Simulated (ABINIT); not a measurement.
A run of ABINIT 10.8.3 (patched build) is set up as follows.

run.py

```python
import json, os
import numpy as np
from ase.units import GPa
from ase.calculators.abinit import Abinit, AbinitProfile
from ase.io import read

atoms = read('Ag.cif')

profile = AbinitProfile(command='abinit', pp_paths=[os.path.abspath('pseudos')])
params = dict(
    pps='pawxml', xc='PBE',
    ecut=462.5936,
    pawecutdg=925.1871,
    kptopt=1,
    ngkpt=[11, 11, 11],
    nshiftk=1,
    shiftk=[0.0, 0.0, 0.0],
    ixc=11,
    nband=10,
    occopt=3,
    tsmear=0.05,
    nstep=100,
    tolvrs=1e-09,
    prtwf=0,
    prtden=0,
)

atoms.calc = Abinit(profile=profile, directory='run', **params)
energy = atoms.get_potential_energy()
forces = atoms.get_forces()
stress = atoms.get_stress()
print(f'energy {energy:.6f} eV')
print('forces (eV/A)')
print(np.round(forces, 5))
print('stress (GPa, Voigt, tension positive)', np.round(stress / GPa, 4))
json.dump(dict(energy=energy, forces=forces.tolist(), stress=stress.tolist(), cell=atoms.cell.tolist(), frac=atoms.get_scaled_positions(wrap=False).tolist()), open('results.json', 'w'))
```

The input Ag.cif:

```cif
data_Ag
_cell_length_a 2.88888475
_cell_length_b 2.88888475
_cell_length_c 2.88888475
_cell_angle_alpha 60.00000000
_cell_angle_beta 60.00000000
_cell_angle_gamma 60.00000000
_space_group_name_H-M_alt 'P1'
_space_group_name_Hall 'P 1'
_space_group_IT_number 1
loop_
_space_group_symop_operation_xyz
'x,y,z'
loop_
_atom_site_label
_atom_site_type_symbol
_atom_site_symmetry_multiplicity
_atom_site_Wyckoff_symbol
_atom_site_fract_x
_atom_site_fract_y
_atom_site_fract_z
_atom_site_occupancy
Ag1 Ag 1 a 0.0000000000 0.0000000000 0.0000000000 1
```

Potentials or basis: JTH PAW PBE v2.0.

Launch:

```sh
$ python run.py
```

(1) What does it give for the band gap on the k mesh?

(2) Estimate the pressure.

## Answers

(1) none (metal or under the smearing width).

(2) 4.5 GPa.
